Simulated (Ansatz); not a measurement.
Steps from a short run of molecular dynamics on a 2×2×2 supercell (16 atoms) of ZnS (rocksalt), relaxed with r2SCAN; forces from r2SCAN in Ansatz, 2×2×2 mesh, Fermi-Dirac smearing of 0.039 eV, a Nosé-Hoover thermostat at fixed volume, set at 450 K. Computed, non-magnetic; the trajectory is short and the cell small, so nothing here is a converged average. The structure comes from a prototype and may be hypothetical.

Cell vectors in Å:
```
0.0000 5.0620 5.0620
5.0620 0.0000 5.0620
5.0620 5.0620 0.0000
```

Problem. At 6 fs the positions in Å are
```
Zn   0.009  -0.009   0.001
S    2.529   2.545   2.508
Zn   2.535   2.528   0.011
S    5.077   5.105   2.556
Zn   2.536  -0.004   2.562
S    5.051   2.541   5.048
Zn   5.063   2.509   2.524
S    7.605   5.049   5.048
Zn   0.004   2.536   2.511
S    2.551   5.099   5.052
Zn   2.521   5.029   2.519
S    5.064   7.596   5.076
Zn   2.519   2.555   5.054
S    5.081   5.057   7.620
Zn   5.047   5.049   5.057
S    7.567   7.619   7.610
```
What are the forces, and how far does the free energy (smearing included) lie above that of step 0, with the atoms on their sites?

Solution. -0.1 meV an atom; forces in eV/Å:
```
Zn  -0.030   0.005   0.057
S    0.183  -0.071   0.043
Zn  -0.014   0.032  -0.104
S   -0.125   0.277  -0.174
Zn  -0.055  -0.061  -0.071
S   -0.381   0.001  -0.105
Zn   0.046   0.069  -0.007
S   -0.022  -0.023   0.120
Zn  -0.078  -0.067   0.037
S   -0.034   0.013   0.043
Zn   0.083   0.133   0.032
S    0.393   0.024   0.170
Zn   0.017  -0.061   0.080
S    0.027  -0.314  -0.031
Zn   0.053   0.027  -0.022
S   -0.062   0.015  -0.069
```

Problem. At 24 fs the positions in Å are
```
Zn   0.034  -0.036   0.008
S    2.539   2.579   2.448
Zn   2.548   2.521   0.037
S    5.110   5.250   2.614
Zn   2.547  -0.018   2.649
S    4.987   2.571   4.999
Zn   5.066   2.446   2.503
S    7.637   5.010   5.019
Zn   0.014   2.549   2.452
S    2.606   5.203   5.026
Zn   2.496   4.935   2.484
S    5.103   7.608   5.130
Zn   2.484   2.622   5.034
S    5.138   5.020   7.695
Zn   5.005   5.013   5.039
S    7.489   7.698   7.651
```
What are the forces, and how far does the free energy (smearing included) lie above that of step 0, with the atoms on their sites?

Solution. 5.1 meV an atom; forces in eV/Å:
```
Zn  -0.097   0.010   0.262
S    0.363  -0.337   0.371
Zn  -0.023   0.223  -0.433
S   -0.308   0.141  -0.592
Zn  -0.223  -0.091  -0.358
S   -0.644  -0.025   0.031
Zn   0.089   0.133  -0.003
S   -0.060   0.200   0.620
Zn  -0.242  -0.056   0.098
S   -0.263  -0.371   0.093
Zn   0.345   0.550   0.131
S    0.651   0.102   0.188
Zn   0.093  -0.190   0.262
S   -0.126  -0.363  -0.250
Zn   0.233   0.122  -0.081
S    0.213  -0.047  -0.338
```

Problem. At 36 fs the positions in Å are
```
Zn   0.048  -0.054   0.019
S    2.565   2.585   2.425
Zn   2.555   2.521   0.044
S    5.116   5.356   2.624
Zn   2.548  -0.030   2.699
S    4.911   2.590   4.967
Zn   5.071   2.407   2.489
S    7.655   4.993   5.030
Zn   0.014   2.556   2.415
S    2.630   5.256   5.013
Zn   2.488   4.886   2.464
S    5.162   7.621   5.176
Zn   2.463   2.662   5.027
S    5.170   4.976   7.733
Zn   4.982   4.992   5.026
S    7.446   7.748   7.663
```
What are the forces, and how far does the free energy (smearing included) lie above that of step 0, with the atoms on their sites?

Solution. 10.4 meV an atom; forces in eV/Å:
```
Zn  -0.119   0.033   0.379
S    0.407  -0.586   0.437
Zn   0.001   0.369  -0.579
S   -0.299  -0.309  -0.657
Zn  -0.317   0.052  -0.514
S   -0.474  -0.034   0.101
Zn   0.053   0.100   0.084
S   -0.130   0.213   0.826
Zn  -0.285   0.235   0.064
S   -0.388  -0.521   0.058
Zn   0.481   0.801   0.200
S    0.395   0.062   0.047
Zn   0.215  -0.231   0.310
S   -0.284  -0.236  -0.365
Zn   0.340   0.193  -0.141
S    0.403  -0.140  -0.250
```

Problem. At 42 fs the positions in Å are
```
Zn   0.054  -0.063   0.027
S    2.584   2.579   2.421
Zn   2.559   2.524   0.043
S    5.115   5.405   2.618
Zn   2.547  -0.036   2.720
S    4.865   2.599   4.953
Zn   5.074   2.389   2.483
S    7.663   4.989   5.048
Zn   0.012   2.561   2.397
S    2.636   5.275   5.007
Zn   2.488   4.867   2.455
S    5.199   7.628   5.200
Zn   2.454   2.681   5.026
S    5.182   4.950   7.747
Zn   4.973   4.983   5.018
S    7.431   7.772   7.664
```
What are the forces, and how far does the free energy (smearing included) lie above that of step 0, with the atoms on their sites?

Solution. 12.4 meV an atom; forces in eV/Å:
```
Zn  -0.121   0.055   0.411
S    0.394  -0.682   0.397
Zn   0.021   0.412  -0.601
S   -0.266  -0.633  -0.598
Zn  -0.348   0.173  -0.534
S   -0.283  -0.045   0.123
Zn   0.025   0.079   0.161
S   -0.184   0.170   0.808
Zn  -0.292   0.451   0.025
S   -0.416  -0.518   0.016
Zn   0.522   0.864   0.248
S    0.144   0.003  -0.079
Zn   0.304  -0.234   0.301
S   -0.349  -0.136  -0.385
Zn   0.375   0.235  -0.177
S    0.472  -0.195  -0.115
```

Problem. At 78 fs the positions in Å are
```
Zn   0.079  -0.106   0.119
S    2.753   2.390   2.442
Zn   2.589   2.583  -0.021
S    5.065   5.485   2.493
Zn   2.499  -0.026   2.795
S    4.639   2.635   4.906
Zn   5.094   2.282   2.477
S    7.643   4.975   5.271
Zn  -0.034   2.651   2.283
S    2.585   5.296   4.952
Zn   2.541   4.841   2.451
S    5.342   7.640   5.278
Zn   2.445   2.770   5.044
S    5.171   4.817   7.756
Zn   4.963   4.962   4.948
S    7.447   7.850   7.708
```
What are the forces, and how far does the free energy (smearing included) lie above that of step 0, with the atoms on their sites?

Solution. 17.4 meV an atom; forces in eV/Å:
```
Zn  -0.120   0.107  -0.040
S   -0.539  -0.188  -0.298
Zn   0.164   0.046  -0.044
S    0.110  -0.494   0.220
Zn  -0.225   0.697  -0.251
S    1.566  -0.146   0.359
Zn   0.246  -0.020   0.345
S   -0.465  -0.082  -0.721
Zn  -0.278  -0.541  -0.130
S   -0.101  -0.109  -0.401
Zn   0.197   0.275   1.135
S   -0.969  -0.495  -0.582
Zn   0.096  -0.097   0.004
S   -0.143   0.894   0.094
Zn   0.302   0.433  -0.107
S    0.158  -0.281   0.416
```

Problem. At 96 fs the positions in Å are
```
Zn   0.083  -0.120   0.172
S    2.794   2.247   2.430
Zn   2.615   2.624  -0.066
S    5.045   5.420   2.439
Zn   2.455   0.024   2.813
S    4.698   2.635   4.925
Zn   5.117   2.226   2.498
S    7.570   4.960   5.332
Zn  -0.078   2.688   2.216
S    2.532   5.280   4.878
Zn   2.590   4.859   2.515
S    5.291   7.587   5.240
Zn   2.457   2.807   5.058
S    5.132   4.845   7.758
Zn   4.981   4.980   4.902
S    7.494   7.849   7.783
```
What are the forces, and how far does the free energy (smearing included) lie above that of step 0, with the atoms on their sites?

Solution. 7.4 meV an atom; forces in eV/Å:
```
Zn  -0.160  -0.073  -0.656
S   -0.771   0.793  -0.271
Zn   0.221  -0.187   0.627
S    0.145   0.168   0.513
Zn  -0.042  -0.080  -0.064
S    0.811  -0.001   0.201
Zn   0.388  -0.031  -0.003
S   -0.371   0.040  -0.678
Zn  -0.145  -0.886   0.136
S    0.249  -0.305  -0.212
Zn  -0.164   0.073   0.792
S   -0.138  -0.355  -0.249
Zn  -0.093  -0.175  -0.116
S    0.031   0.503   0.361
Zn   0.267   0.420   0.142
S   -0.230   0.097  -0.523
```
